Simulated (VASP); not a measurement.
A run of VASP 6.6.1 is set up as follows.

File INCAR:

```
PREC = Accurate
ENCUT = 300
EDIFF = 1E-7
ISMEAR = 0
SIGMA = 0.03
LREAL = False
LASPH = True
NELM = 80
ALGO = Normal
ISIF = 2
LWAVE = False
LCHARG = False
GGA = PE
IBRION = 2
NSW = 40
EDIFFG = -0.01
```

KPOINTS

```
Automatic mesh
0
Gamma
  7 7 7
```

Contents of POSCAR:

```
BN                                      
1.0
    0.0000000000      1.8240988071      1.8240988071
    1.8240988071      0.0000000000      1.8240988071
    1.8240988071      1.8240988071      0.0000000000
  B               N             
     1     1
Direct
     0.0000000000000000    0.0000000000000000    0.0000000000000000
     0.2500000000000000    0.2500000000000000    0.2500000000000000
```

Potentials or basis: VASP PAW PBE potentials, release 64 (B_s, N_s).

Command:

```sh
$ cat potpaw_PBE.64/B_s/POTCAR potpaw_PBE.64/N_s/POTCAR > POTCAR
$ mpirun -np 1 vasp_std > vasp.out
```

(1) Estimate the band gap on the k mesh.

## Answers

(1) 4.69 eV, indirect (least direct gap 8.70 eV).

Caveat: the k mesh is coarse (spacing up to 0.43 Å⁻¹), so the values aren't converged; the relaxation stopped at its first step, so nothing moved; an odd mesh through Γ misses points on the zone boundary, where band edges often lie.
